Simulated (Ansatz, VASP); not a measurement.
**One calculation of InSb, two programs**

File INCAR:

```
SYSTEM = InSb
PREC = Accurate
ENCUT = 520
EDIFF = 1E-7
ISMEAR = 0
SIGMA = 0.1
LREAL = .False.
LASPH = .True.
NELM = 80
ALGO = Normal
ISIF = 2
LWAVE = .False.
LCHARG = .True.
GGA = PE
LELF = .True.
LVHAR = .True.
NBANDS = 16
```

File KPOINTS:

```
Automatic mesh
0
Gamma
  12 12 12
  0 0 0
```

The input POSCAR:

```
InSb
1.0
    0.0000000000      3.1055875598      3.1055875598
    3.1055875598      0.0000000000      3.1055875598
    3.1055875598      3.1055875598      0.0000000000
In Sb
1 1
Direct
    0.0000000000      0.0000000000      0.0000000000
    0.5000000000      0.5000000000      0.5000000000
```

Input for Ansatz:

```yaml
crystal:
  lattice:
    - [0.0, 3.1055875598, 3.1055875598]
    - [3.1055875598, 0.0, 3.1055875598]
    - [3.1055875598, 3.1055875598, 0.0]
  atoms:
    - { symbol: In, position: [0.0, 0.0, 0.0] }
    - { symbol: Sb, position: [0.5, 0.5, 0.5] }
basis:
  ecutwfc: 420
kpoints:
  mp_grid: { grid: [12, 12, 12] }
hamiltonian:
  xc: pbe
scf:
  occupations: { method: gaussian, width: 0.1 }
output:
  forces: true
  stress: true
  eigenvalues: true
```

Alike in both runs: task single point; functional PBE; k mesh 12 × 12 × 12; occupations gaussian, width 0.1 eV; no spin polarisation.

|  | VASP | Ansatz |
| --- | --- | --- |
| version | VASP 6.6.1 | Ansatz 0.2.0 |
| potentials or method | VASP PAW PBE potentials, release 64 (In_d, Sb) | scalar-relativistic, plane waves, PAW |
| plane-wave cutoff (eV) | 520 | 420 |
| valence electrons in the cell | 18 | 28 |

|  | VASP | Ansatz | Ansatz less VASP |
| --- | --- | --- | --- |
| gap on the k mesh at the Fermi level (eV) | none | none | - |
| pressure (GPa) | -1.4 | -1.3 | +0.04 |

A gap of «none» marks a metal or a gap that the smearing closes. The two sets of potentials don't hold the same shells in valence.

Spin-orbit coupling is left out, which matters for the levels of Sb.
